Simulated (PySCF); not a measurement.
# Which basis set comes closest?

Molecule: acetone, C$_{3}$H$_{6}$O.

Molfile (atoms numbered from 1):
```
C3H6O
     RDKit          3D

 10  9  0  0  0  0  0  0  0  0999 V2000
   -1.2199   -0.0893   -0.3816 C   0  0  0  0  0  0  0  0  0  0  0  0
   -0.1047    0.0301    0.6304 C   0  0  0  0  0  0  0  0  0  0  0  0
    1.3013    0.0591    0.0790 C   0  0  0  0  0  0  0  0  0  0  0  0
   -0.3249    0.0951    1.8152 O   0  0  0  0  0  0  0  0  0  0  0  0
   -1.1520   -1.0590   -0.9010 H   0  0  0  0  0  0  0  0  0  0  0  0
   -1.1363    0.6919   -1.1532 H   0  0  0  0  0  0  0  0  0  0  0  0
   -2.1898   -0.0145    0.1254 H   0  0  0  0  0  0  0  0  0  0  0  0
    2.0224    0.0897    0.9050 H   0  0  0  0  0  0  0  0  0  0  0  0
    1.4903   -0.8241   -0.5516 H   0  0  0  0  0  0  0  0  0  0  0  0
    1.4381    0.9442   -0.5631 H   0  0  0  0  0  0  0  0  0  0  0  0
  1  2  1  0
  2  3  1  0
  2  4  2  0
  1  5  1  0
  1  6  1  0
  1  7  1  0
  3  8  1  0
  3  9  1  0
  3 10  1  0
M  END
```

Geometry PBE0-D3(BJ)/def2-SVP throughout; GIAO in PySCF 2.14, gas phase, one conformer, non-relativistic; equivalent atoms averaged; functional PBE0.

Reference values (CCSD(T)/pcSseg-4; gas (isolated, no vibration); G. L. Stoychev, PhD thesis, Univ. Bonn 2021 (Stoychev, Auer, Izsak, Neese, JCTC 2018, 14, 619)): σ(H5/H6/H7/H8/H9/H10) = 29.53 ppm, σ(C2) = -10.8 ppm, σ(C1/C3) = 162.9 ppm, σ(O4) = -297.9 ppm.

**Question.** How do the basis sets STO-3G, 6-31G, pcSseg-0, 6-31G*, def2-SVP, cc-pVDZ, pcSseg-1, 6-311+G(2d,p), aug-cc-pVDZ, def2-TZVP, IGLO-III, cc-pVTZ, pcSseg-2 perform against the reference? Times are CPU seconds on shared hosts with different chips, so compare them loosely.

**Answer.** 
```
    basis set  functions  H5/H6/H7/H8/H9/H10     C2  C1/C3      O4  abs. error H  mean abs. error C  abs. error O  core-s
       STO-3G         26               30.52  100.9  207.2  -292.9          0.99               78.0           5.0     2.7
        6-31G         48               30.35    2.2  168.7  -357.7          0.82                9.4          59.8     5.2
     pcSseg-0         48               30.42  -25.8  158.5  -461.7          0.89                9.7         163.8     4.2
       6-31G*         68               30.03    2.6  165.6  -305.7          0.50                8.0           7.8     6.4
     def2-SVP         86               29.47   -4.4  165.2  -322.9          0.06                4.3          25.0     7.7
      cc-pVDZ         86               29.40   -1.6  167.2  -317.9          0.13                6.7          20.0     7.5
     pcSseg-1         98               29.23  -21.8  153.2  -371.7          0.30               10.4          73.8     5.3
6-311+G(2d,p)        144               29.46  -20.1  156.2  -334.2          0.07                8.0          36.3      16
  aug-cc-pVDZ        146               29.25   -6.5  165.7  -292.7          0.28                3.5           5.2      15
    def2-TZVP        160               29.46  -21.4  156.0  -342.2          0.07                8.8          44.3      18
     IGLO-III        200               29.30  -29.3  152.4  -351.6          0.23               14.5          53.7      21
      cc-pVTZ        204               29.26  -18.1  156.9  -340.7          0.27                6.7          42.8      23
     pcSseg-2        228               29.18  -30.5  152.4  -355.0          0.35               15.1          57.1      15
```

For 1H the closest is def2-SVP (0.06 ppm, with 6-311+G(2d,p), def2-TZVP practically level) and the furthest STO-3G (0.99 ppm).

For 13C the closest is aug-cc-pVDZ (3.5 ppm) and the furthest STO-3G (78.0 ppm).

For 17O the closest is STO-3G (5.0 ppm, with aug-cc-pVDZ practically level) and the furthest pcSseg-0 (163.8 ppm). Where a smaller basis beats a larger one, errors probably cancel; the largest sets show where the functional converges. One molecule is a small sample, and the reference may use another geometry.

A small basis that lands close on one nucleus may do so by chance; judge by the trend and by all nuclei.
